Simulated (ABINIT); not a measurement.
# ZnSe (Stilleite): a self-consistent loop beyond G0W0, cycle by cycle, part 2 of 3

Wanted: G0W0 and self-consistent gaps of ZnSe (Stilleite), with the cost of the cycles.

ABINIT 10.8.3; PBE and many-body steps on it, plane waves. Known limits of the many-body steps: not at the basis limit; no spin-orbit coupling; coarse k mesh.

So far. Step 5 (evGW0, cycle 1): Against G0W0 in ABINIT (4×4×4 mesh, 64 bands, screening to 106.1 eV, Godby-Needs plasmon pole), the gap moves by +0.171 eV. This first cycle still uses the starting levels; it takes the full correction, at all points of the mesh, and its linearised value is 2.014 eV. Step 6 (evGW0, cycle 2): Against the cycle before, the gap moves by −0.052 eV.

## (7) evGW0, cycle 3

Level of this step: evGW0 on PBE, plane waves, norm-conserving pseudopotentials (ABINIT).

run.abi reads:

```
acell 3*1.0 Angstrom
rprim 
  -0.000000000000 2.833800000000 2.833800000000
  2.833800000000 -0.000000000000 2.833800000000
  2.833800000000 2.833800000000 0.000000000000
ntypat 2
znucl 30 34
natom 2
typat 1 2
xred 
  0.000000000000 0.000000000000 0.000000000000
  0.250000000000 0.250000000000 0.250000000000
pp_dirpath "pseudos"
pseudos "Zn.upf, Se.upf"
ecut 48
ngkpt 4 4 4
nshiftk 1
shiftk 0 0 0
kptopt 1
chksymbreak 0
istwfk *1
occopt 1
irdwfk 1
optdriver 4
nband 64
gwcalctyp 10
ecutsigx 48
symsigma 1
nkptgw 8
kptgw 
  0.0000000000 0.0000000000 0.0000000000
  0.2500000000 0.0000000000 0.0000000000
  0.5000000000 0.0000000000 0.0000000000
  0.2500000000 0.2500000000 0.0000000000
  0.5000000000 0.2500000000 0.0000000000
  -0.2500000000 0.2500000000 0.0000000000
  0.5000000000 0.5000000000 0.0000000000
  -0.2500000000 0.5000000000 0.2500000000
bdgw 
  15 32
  15 32
  15 32
  15 32
  15 32
  15 32
  15 32
  15 32
ecuteps 3.9
irdscr 1
ppmodel 1
irdqps 1
indata_prefix "in"
outdata_prefix "out"
tmpdata_prefix "tmp"
```

Launch:

```sh
$ OMP_NUM_THREADS=1 mpirun -n 4 abinit run.abi > log
```

Output:

```text
.Version 10.8.3 of ABINIT. v10.8.2 released Aug 2026.

 Symmetries : space group F-4 3 m (#216); Bravais cF (face-center cubic)
[... echo of the input left out ...]
== DATASET  1 ==================================================================
-   mpi_nproc: 4, omp_nthreads: 1 (-1 if OMP is not activated)

--- !DatasetInfo
iteration_state: {dtset: 1, }
dimensions: {natom: 2, nkpt: 8, mband: 64, nsppol: 1, nspinor: 1, nspden: 1, mpw: 4910, }
cutoff_energies: {ecut:  48.0, pawecutdg:  -1.0, }
[...]
.  kptgw no:  3; Maximum DeltaE = (   0.001  -0.000) for band index: 16
[...]
.  kptgw no:  7; Maximum DeltaE = (   0.009   0.000) for band index: 17
.  kptgw no:  8; Maximum DeltaE = (   0.003  -0.001) for band index: 15

== END DATASET(S) ==============================================================
================================================================================

 -outvars: echo values of variables after computation  --------
           etotal      0.0000000000E+00
            nband          64
             nkpt           8
          spgroup         216
 [... the other variables as echoed above ...]

 Calculation completed.
```

Wall time 60 s (4 MPI ranks of Arm Neoverse V2, shared host); peak memory 1.8 GiB; 4 min of CPU time.

This step gave:

```
quasiparticle gap on the mesh                         : 2.134 eV
gap of the density functional on the mesh             : 1.288 eV
k of the valence top                                  : 0, 0, 0
k of the conduction bottom                            : 0, 0, 0
least direct quasiparticle gap on the computed points : 2.134 eV
```

Against the cycle before, the gap moves by +0.001 eV.

## (8) Screening, 4×4×4 mesh, 64 bands, screening to 106.1 eV

This step: RPA screening on PBE, plane waves, norm-conserving pseudopotentials.

run.abi reads:

```
acell 3*1.0 Angstrom
rprim 
  -0.000000000000 2.833800000000 2.833800000000
  2.833800000000 -0.000000000000 2.833800000000
  2.833800000000 2.833800000000 0.000000000000
ntypat 2
znucl 30 34
natom 2
typat 1 2
xred 
  0.000000000000 0.000000000000 0.000000000000
  0.250000000000 0.250000000000 0.250000000000
pp_dirpath "pseudos"
pseudos "Zn.upf, Se.upf"
ecut 48
ngkpt 4 4 4
nshiftk 1
shiftk 0 0 0
kptopt 1
chksymbreak 0
istwfk *1
occopt 1
irdwfk 1
optdriver 3
nband 64
ecuteps 3.9
inclvkb 2
awtr 1
symchi 1
gwcalctyp 10
mbpt_sciss 1.025 eV
nqptdm 1
qptdm 
  0 0 0
indata_prefix "in"
outdata_prefix "out"
tmpdata_prefix "tmp"
```

Output:

```text
.Version 10.8.3 of ABINIT. v10.8.2 released Aug 2026.

 Symmetries : space group F-4 3 m (#216); Bravais cF (face-center cubic)
[... echo of the input left out ...]
== DATASET  1 ==================================================================
-   mpi_nproc: 4, omp_nthreads: 1 (-1 if OMP is not activated)

--- !DatasetInfo
iteration_state: {dtset: 1, }
dimensions: {natom: 2, nkpt: 8, mband: 64, nsppol: 1, nspinor: 1, nspden: 1, mpw: 4910, }
cutoff_energies: {ecut:  48.0, pawecutdg:  -1.0, }
electrons: {nelect:   4.40000000E+01, charge:   0.00000000E+00, occopt:   1.00000000E+00, tsmear:   1.00000000E-02, }

 SCREENING: Calculation of the susceptibility and dielectric matrices

 Based on a program developped by R.W. Godby, V. Olevano, G. Onida, and L. Reining.
 Incorporated in ABINIT by V. Olevano, G.-M. Rignanese, and M. Torrent.
.Using double precision arithmetic ; gwpc =  8

[... cell and pseudopotentials left out ...]
--------------------------------------------------------------------------------

 ==== K-mesh for the wavefunctions ====
 Number of points in the irreducible wedge :     8
[... list of points left out ...]
 Together with 24 symmetry operations and time-reversal symmetry
 yields    64 points in the full Brillouin Zone.

 ==== Q-mesh for the screening function ====
 Number of points in the irreducible wedge :     8
[... list of points left out ...]
 Together with 24 symmetry operations and time-reversal symmetry
 yields    64 points in the full Brillouin Zone.

 setmesh: FFT mesh size selected  =    30x   30x   30
          total number of points  =        27000

 vcoul_init : cutoff-mode = AUXILIARY_FUNCTION
 q-points for optical limit:   1
     1)      0.000010    0.000020    0.000030

 Dielectric matrix will be calculated only for some
 selected q points provided by the user through the input variables
 nqptdm and qptdm

- screening: taking advantage of time-reversal symmetry
- Maximum band index for partially occupied states nbvw = 22
- Remaining bands to be divided among processors   nbcw = 42
- Number of bands treated by each node ~10

 rdqps: reading QP wavefunctions of the previous step
        looking for file in_QPS
 file not found, 1st iteration initialized with KS eigenelements

 screening : performing a first self-consistency
 update of the energies in W by a scissor operator
 applying a scissor operator of [eV] :   1.025

 Number of electrons calculated from density =   44.0000; Expected =   44.0000
 average of density, n =  0.143258
 r_s =    1.1856
 omega_plasma =   36.5103 [eV]

 calculating chi0 at frequencies [eV] :
  1    0.000000E+00    0.000000E+00
  2    0.000000E+00    3.651025E+01

--------------------------------------------------------------------------------
  q-point number  1        q = ( 0.000000, 0.000000, 0.000000) [r.l.u.]
--------------------------------------------------------------------------------
[... chi0 elements left out ...]
 For q-point:  0.000010 0.000020 0.000030
  dielectric constant =   9.8797
  dielectric constant without local fields =  10.5932

  Average fulfillment of the sum rule on Im[epsilon] for q-point    1 :     23.95  [%]
[... wings left out ...]
== END DATASET(S) ==============================================================
================================================================================

 -outvars: echo values of variables after computation  --------
           etotal      0.0000000000E+00
            nband          64
             nkpt           8
          spgroup         216
 [... the other variables as echoed above ...]

 Calculation completed.
```

Wall time 5.4 s (4 MPI ranks); peak memory 0.67 GiB.

Numbers from this step:

| Property | Result |
| --- | --- |
| ε∞ with local fields, on this mesh, along the program's q direction | 9.880 |
| the same without local fields | 10.59 |
| plasma frequency | 36.51 eV |
| plane waves in the screening matrix | 113 |

This screening uses the functional's bands under a rigid shift, the mean opening of the cycle before.

## (9) Screening, 4×4×4 mesh, 64 bands, screening to 106.1 eV

This step: RPA screening on PBE from quasiparticle energies, plane waves, norm-conserving pseudopotentials.

Edit run.abi of step 8 so:

```diff
@@ -29,7 +29,13 @@
 symchi 1
+irdqps 1
 gwcalctyp 10
-mbpt_sciss 1.025 eV
-nqptdm 1
+nqptdm 7
 qptdm 
-  0 0 0
+  0.2500000000 0.0000000000 0.0000000000
+  0.5000000000 0.0000000000 0.0000000000
+  0.2500000000 0.2500000000 0.0000000000
+  0.5000000000 0.2500000000 0.0000000000
+  -0.2500000000 0.2500000000 0.0000000000
+  0.5000000000 0.5000000000 0.0000000000
+  -0.2500000000 0.5000000000 0.2500000000
 indata_prefix "in"
```

mrgscr.stdin reads:

```
2
merged
q0_SCR
out_SCR
1
```

Launch:

```sh
$ OMP_NUM_THREADS=1 mpirun -n 4 abinit run.abi > log; mrgscr < mrgscr.stdin
```

Output:

```text
.Version 10.8.3 of ABINIT. v10.8.2 released Aug 2026.

 Symmetries : space group F-4 3 m (#216); Bravais cF (face-center cubic)
[... echo of the input left out ...]
== DATASET  1 ==================================================================
-   mpi_nproc: 4, omp_nthreads: 1 (-1 if OMP is not activated)

--- !DatasetInfo
iteration_state: {dtset: 1, }
dimensions: {natom: 2, nkpt: 8, mband: 64, nsppol: 1, nspinor: 1, nspden: 1, mpw: 4910, }
cutoff_energies: {ecut:  48.0, pawecutdg:  -1.0, }
[...]
q-point number  1        q = ( 0.250000, 0.000000, 0.000000) [r.l.u.]
--------------------------------------------------------------------------------
[... chi0 elements left out ...]
  Average fulfillment of the sum rule on Im[epsilon] for q-point    2 :     31.28  [%]

--------------------------------------------------------------------------------
  q-point number  2        q = ( 0.500000, 0.000000, 0.000000) [r.l.u.]
--------------------------------------------------------------------------------
[... chi0 elements left out ...]
  Average fulfillment of the sum rule on Im[epsilon] for q-point    3 :     28.13  [%]

 [... 5 further q-points ...]
```

Run time: 15 s. Hardware: 4 MPI ranks; peak memory 0.81 GiB; 58 s of CPU time.

This step gave:

```
plasma frequency                    : 36.51 eV
plane waves in the screening matrix : 113
```

This screening reads the quasiparticle levels of the cycle before.

## (10) evGW, cycle 1

This step: evGW on PBE, plane waves, norm-conserving pseudopotentials.

Edit run.abi of step 9 so:

```diff
@@ -23,12 +23,10 @@
 irdwfk 1
-optdriver 3
+optdriver 4
 nband 64
-ecuteps 3.9
-inclvkb 2
-awtr 1
-symchi 1
-irdqps 1
 gwcalctyp 10
-nqptdm 7
-qptdm 
+ecutsigx 48
+symsigma 1
+nkptgw 8
+kptgw 
+  0.0000000000 0.0000000000 0.0000000000
   0.2500000000 0.0000000000 0.0000000000
@@ -40,2 +38,15 @@
   -0.2500000000 0.5000000000 0.2500000000
+bdgw 
+  15 32
+  15 32
+  15 32
+  15 32
+  15 32
+  15 32
+  15 32
+  15 32
+ecuteps 3.9
+irdscr 1
+ppmodel 1
+irdqps 1
 indata_prefix "in"
```

Launch:

```sh
$ OMP_NUM_THREADS=1 mpirun -n 4 abinit run.abi > log
```

Output:

```text
.Version 10.8.3 of ABINIT. v10.8.2 released Aug 2026.

 Symmetries : space group F-4 3 m (#216); Bravais cF (face-center cubic)
[... echo of the input left out ...]
== DATASET  1 ==================================================================
-   mpi_nproc: 4, omp_nthreads: 1 (-1 if OMP is not activated)

--- !DatasetInfo
iteration_state: {dtset: 1, }
dimensions: {natom: 2, nkpt: 8, mband: 64, nsppol: 1, nspinor: 1, nspden: 1, mpw: 4910, }
cutoff_energies: {ecut:  48.0, pawecutdg:  -1.0, }
[...]
.  kptgw no:  3; Maximum DeltaE = (   0.093   0.000) for band index:  5
[...]
.  kptgw no:  7; Maximum DeltaE = (  -0.239  -0.000) for band index: 18
.  kptgw no:  8; Maximum DeltaE = (  -0.099  -0.000) for band index:  3

== END DATASET(S) ==============================================================
================================================================================

 -outvars: echo values of variables after computation  --------
           etotal      0.0000000000E+00
            nband          64
             nkpt           8
          spgroup         216
 [... the other variables as echoed above ...]

 Calculation completed.
```

Run time: 60 s. Hardware: 4 MPI ranks; peak memory 1.8 GiB.

This step gave:

| Quantity | Value |
| --- | --- |
| quasiparticle gap on the mesh | 2.337 eV |
| gap of the density functional on the mesh | 1.288 eV |
| k of the valence top | 0, 0, 0 |
| k of the conduction bottom | 0, 0, 0 |
| least direct quasiparticle gap on the computed points | 2.337 eV |

Against G0W0 in ABINIT (4×4×4 mesh, 64 bands, screening to 106.1 eV, Godby-Needs plasmon pole), the gap moves by +0.323 eV.

## (11) Screening, 4×4×4 mesh, 64 bands, screening to 106.1 eV

This step: RPA screening on PBE, plane waves, norm-conserving pseudopotentials.

run.abi reads:

```
acell 3*1.0 Angstrom
rprim 
  -0.000000000000 2.833800000000 2.833800000000
  2.833800000000 -0.000000000000 2.833800000000
  2.833800000000 2.833800000000 0.000000000000
ntypat 2
znucl 30 34
natom 2
typat 1 2
xred 
  0.000000000000 0.000000000000 0.000000000000
  0.250000000000 0.250000000000 0.250000000000
pp_dirpath "pseudos"
pseudos "Zn.upf, Se.upf"
ecut 48
ngkpt 4 4 4
nshiftk 1
shiftk 0 0 0
kptopt 1
chksymbreak 0
istwfk *1
occopt 1
irdwfk 1
optdriver 3
nband 64
ecuteps 3.9
inclvkb 2
awtr 1
symchi 1
gwcalctyp 10
mbpt_sciss 1.255 eV
nqptdm 1
qptdm 
  0 0 0
indata_prefix "in"
outdata_prefix "out"
tmpdata_prefix "tmp"
```

Output:

```text
.Version 10.8.3 of ABINIT. v10.8.2 released Aug 2026.

 Symmetries : space group F-4 3 m (#216); Bravais cF (face-center cubic)
[... echo of the input left out ...]
== DATASET  1 ==================================================================
-   mpi_nproc: 4, omp_nthreads: 1 (-1 if OMP is not activated)

--- !DatasetInfo
iteration_state: {dtset: 1, }
dimensions: {natom: 2, nkpt: 8, mband: 64, nsppol: 1, nspinor: 1, nspden: 1, mpw: 4910, }
cutoff_energies: {ecut:  48.0, pawecutdg:  -1.0, }
[...]
[... chi0 elements left out ...]
 For q-point:  0.000010 0.000020 0.000030
  dielectric constant =   9.3952
  dielectric constant without local fields =  10.0706

  Average fulfillment of the sum rule on Im[epsilon] for q-point    1 :     24.13  [%]
[... wings left out ...]
== END DATASET(S) ==============================================================
================================================================================

 -outvars: echo values of variables after computation  --------
           etotal      0.0000000000E+00
            nband          64
             nkpt           8
          spgroup         216
 [... the other variables as echoed above ...]

 Calculation completed.
```

Elapsed: 5.4 s, on 4 MPI ranks; peak memory 0.67 GiB; 21 s of CPU time.

Numbers from this step:

* ε∞ with local fields, on this mesh, along the program's q direction: 9.395
* the same without local fields: 10.07
* plasma frequency: 36.51 eV
* plane waves in the screening matrix: 113

This screening uses the functional's bands under a rigid shift, the mean opening of the cycle before.

## (12) Screening, 4×4×4 mesh, 64 bands, screening to 106.1 eV

This step: RPA screening on PBE from quasiparticle energies, plane waves, norm-conserving pseudopotentials.

Edit run.abi of step 11 so:

```diff
@@ -29,7 +29,13 @@
 symchi 1
+irdqps 1
 gwcalctyp 10
-mbpt_sciss 1.255 eV
-nqptdm 1
+nqptdm 7
 qptdm 
-  0 0 0
+  0.2500000000 0.0000000000 0.0000000000
+  0.5000000000 0.0000000000 0.0000000000
+  0.2500000000 0.2500000000 0.0000000000
+  0.5000000000 0.2500000000 0.0000000000
+  -0.2500000000 0.2500000000 0.0000000000
+  0.5000000000 0.5000000000 0.0000000000
+  -0.2500000000 0.5000000000 0.2500000000
 indata_prefix "in"
```

mrgscr.stdin is that of step 9.

Launch:

```sh
$ OMP_NUM_THREADS=1 mpirun -n 4 abinit run.abi > log; mrgscr < mrgscr.stdin
```

Output:

```text
.Version 10.8.3 of ABINIT. v10.8.2 released Aug 2026.

 Symmetries : space group F-4 3 m (#216); Bravais cF (face-center cubic)
[... echo of the input left out ...]
== DATASET  1 ==================================================================
-   mpi_nproc: 4, omp_nthreads: 1 (-1 if OMP is not activated)

--- !DatasetInfo
iteration_state: {dtset: 1, }
dimensions: {natom: 2, nkpt: 8, mband: 64, nsppol: 1, nspinor: 1, nspden: 1, mpw: 4910, }
cutoff_energies: {ecut:  48.0, pawecutdg:  -1.0, }
[...]
q-point number  1        q = ( 0.250000, 0.000000, 0.000000) [r.l.u.]
--------------------------------------------------------------------------------
[... chi0 elements left out ...]
  Average fulfillment of the sum rule on Im[epsilon] for q-point    2 :     31.80  [%]

--------------------------------------------------------------------------------
  q-point number  2        q = ( 0.500000, 0.000000, 0.000000) [r.l.u.]
--------------------------------------------------------------------------------
[... chi0 elements left out ...]
  Average fulfillment of the sum rule on Im[epsilon] for q-point    3 :     28.47  [%]

 [... 5 further q-points ...]
```

The job ended after 15 s (4 MPI ranks; peak memory 0.81 GiB; 58 s of CPU time).

Numbers from this step:

- plasma frequency: 36.51 eV
- plane waves in the screening matrix: 113

This screening reads the quasiparticle levels of the cycle before.

## (13) evGW, cycle 2

This step: evGW on PBE, plane waves, norm-conserving pseudopotentials.

Edit run.abi of step 12 so:

```diff
@@ -23,12 +23,10 @@
 irdwfk 1
-optdriver 3
+optdriver 4
 nband 64
-ecuteps 3.9
-inclvkb 2
-awtr 1
-symchi 1
-irdqps 1
 gwcalctyp 10
-nqptdm 7
-qptdm 
+ecutsigx 48
+symsigma 1
+nkptgw 8
+kptgw 
+  0.0000000000 0.0000000000 0.0000000000
   0.2500000000 0.0000000000 0.0000000000
@@ -40,2 +38,15 @@
   -0.2500000000 0.5000000000 0.2500000000
+bdgw 
+  15 32
+  15 32
+  15 32
+  15 32
+  15 32
+  15 32
+  15 32
+  15 32
+ecuteps 3.9
+irdscr 1
+ppmodel 1
+irdqps 1
 indata_prefix "in"
```

Launch:

```sh
$ OMP_NUM_THREADS=1 mpirun -n 4 abinit run.abi > log
```

Output:

```text
.Version 10.8.3 of ABINIT. v10.8.2 released Aug 2026.

 Symmetries : space group F-4 3 m (#216); Bravais cF (face-center cubic)
[... echo of the input left out ...]
== DATASET  1 ==================================================================
-   mpi_nproc: 4, omp_nthreads: 1 (-1 if OMP is not activated)

--- !DatasetInfo
iteration_state: {dtset: 1, }
dimensions: {natom: 2, nkpt: 8, mband: 64, nsppol: 1, nspinor: 1, nspden: 1, mpw: 4910, }
cutoff_energies: {ecut:  48.0, pawecutdg:  -1.0, }
[...]
.  kptgw no:  3; Maximum DeltaE = (  -0.010   0.000) for band index:  3
[...]
.  kptgw no:  7; Maximum DeltaE = (  -0.036   0.001) for band index: 17
.  kptgw no:  8; Maximum DeltaE = (  -0.043   0.000) for band index: 17

== END DATASET(S) ==============================================================
================================================================================

 -outvars: echo values of variables after computation  --------
           etotal      0.0000000000E+00
            nband          64
             nkpt           8
          spgroup         216
 [... the other variables as echoed above ...]

 Calculation completed.
```

It took 59 s on 4 MPI ranks; peak memory 1.8 GiB.

This step gave:

```
quasiparticle gap on the mesh                         : 2.364 eV
gap of the density functional on the mesh             : 1.288 eV
k of the valence top                                  : 0, 0, 0
k of the conduction bottom                            : 0, 0, 0
least direct quasiparticle gap on the computed points : 2.364 eV
```

Against the cycle before, the gap moves by +0.027 eV.

## (14) Screening, 4×4×4 mesh, 64 bands, screening to 106.1 eV

This step: RPA screening on PBE, plane waves, norm-conserving pseudopotentials.

run.abi reads:

```
acell 3*1.0 Angstrom
rprim 
  -0.000000000000 2.833800000000 2.833800000000
  2.833800000000 -0.000000000000 2.833800000000
  2.833800000000 2.833800000000 0.000000000000
ntypat 2
znucl 30 34
natom 2
typat 1 2
xred 
  0.000000000000 0.000000000000 0.000000000000
  0.250000000000 0.250000000000 0.250000000000
pp_dirpath "pseudos"
pseudos "Zn.upf, Se.upf"
ecut 48
ngkpt 4 4 4
nshiftk 1
shiftk 0 0 0
kptopt 1
chksymbreak 0
istwfk *1
occopt 1
irdwfk 1
optdriver 3
nband 64
ecuteps 3.9
inclvkb 2
awtr 1
symchi 1
gwcalctyp 10
mbpt_sciss 1.285 eV
nqptdm 1
qptdm 
  0 0 0
indata_prefix "in"
outdata_prefix "out"
tmpdata_prefix "tmp"
```

Output:

```text
.Version 10.8.3 of ABINIT. v10.8.2 released Aug 2026.

 Symmetries : space group F-4 3 m (#216); Bravais cF (face-center cubic)
[... echo of the input left out ...]
== DATASET  1 ==================================================================
-   mpi_nproc: 4, omp_nthreads: 1 (-1 if OMP is not activated)

--- !DatasetInfo
iteration_state: {dtset: 1, }
dimensions: {natom: 2, nkpt: 8, mband: 64, nsppol: 1, nspinor: 1, nspden: 1, mpw: 4910, }
cutoff_energies: {ecut:  48.0, pawecutdg:  -1.0, }
[...]
[... chi0 elements left out ...]
 For q-point:  0.000010 0.000020 0.000030
  dielectric constant =   9.3368
  dielectric constant without local fields =  10.0076

  Average fulfillment of the sum rule on Im[epsilon] for q-point    1 :     24.15  [%]
[... wings left out ...]
== END DATASET(S) ==============================================================
================================================================================

 -outvars: echo values of variables after computation  --------
           etotal      0.0000000000E+00
            nband          64
             nkpt           8
          spgroup         216
 [... the other variables as echoed above ...]

 Calculation completed.
```

Elapsed: 5.5 s, on 4 MPI ranks; peak memory 0.67 GiB.

Numbers from this step:

```yaml
eps_infinity_with_local_fields_on_this_mesh_along_the_program_s_q_direction: 9.337
the_same_without_local_fields: 10.01
plasma_frequency: 36.51 eV
plane_waves_in_the_screening_matrix: 113
```

This screening uses the functional's bands under a rigid shift, the mean opening of the cycle before.

(Part 2 of 3 ends here.)

[Paths, hosts, dates, memory and timing lines, banners, echoed tables and standing remarks are left out of the program output.]

[Logs are printed without paths, hosts, clocks, repeated set-up lines and the standing remarks that a program may print on its own settings, such as how far it seeks lower states.]

[Runs of the session that timed out or met a known fault of the program may be left out.]

[Hosts, paths, dates, database ids (printed as entryN), source tags and the programs' standing remarks are cut or masked in the printed files.]

[G0W0 gaps are taken among the corrected bands and points alone; a level outside them can change the order at an edge.]

[Where Ansatz stands beside ABINIT at settings called matched, ABINIT's density can come from a denser mesh and the files from another edition; pairs whose starting gaps differed by over 0.03 eV were left out, so agreement reads better than it is.]
